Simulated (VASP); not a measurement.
Wanted: the native input for a VASP 6.6.1 run.

- Task: single point
- Functional: PBE
- Potentials or basis: VASP PAW PBE potentials, release 64 (Si)
- Cutoff: 520 eV
- k mesh: 9 × 9 × 9
- Occupations: fermi-dirac, width 0.05 eV
- Spin: no spin polarisation
- Dipole correction: no
- Further INCAR settings: ALGO = Normal; EDIFF = 1e-07; NBANDS = 11

The structure of Si lies in POSCAR:

```
Si
1.0
    0.0000000000      2.7135600000      2.7135600000
    2.7135600000      0.0000000000      2.7135600000
    2.7135600000      2.7135600000      0.0000000000
Si
2
Direct
    0.7500000000      0.7500000000      0.7500000000
    0.5000000000      0.5000000000      0.5000000000
```

The input as run:

INCAR

```
SYSTEM = Si
PREC     = Accurate       ! precision mode
ENCUT    = 520            ! plane-wave cutoff, eV
EDIFF    = 1E-7           ! SCF threshold, eV
ISMEAR   = -1             ! smearing method
SIGMA    = 0.05           ! smearing width, eV
LREAL    = .False.        ! projectors in reciprocal space
LASPH    = .True.         ! aspherical terms in the spheres
NELM     = 100            ! most SCF steps
ALGO     = Normal         ! electronic algorithm
ISIF     = 2              ! what is computed and relaxed
LWAVE    = .False.        ! write WAVECAR
LCHARG   = .True.         ! write CHGCAR
GGA      = PE             ! functional
LELF     = .True.         ! ELF
LVHAR    = .True.       
NBANDS   = 11             ! bands
```

KPOINTS

```
Automatic mesh
0
Gamma
  9 9 9
  0 0 0
```

Potentials or basis: VASP PAW PBE potentials, release 64 (Si).

Run with:

```sh
$ cat potpaw_PBE.64/Si/POTCAR > POTCAR
$ mpirun -np 1 vasp_std > vasp.out
```

It gave:

* Pressure: 2.1 GPa
* Band gap on the k mesh: 0.58 eV, indirect (least direct gap 2.57 eV)

Caveat: an odd mesh through Γ misses points on the zone boundary, where band edges often lie.

Run time: 14 s on 1 thread of Intel(R) Xeon(R) Platinum 8375C CPU @ 2.90GHz (Ice Lake), on a shared host, peak memory 0.16 GiB.
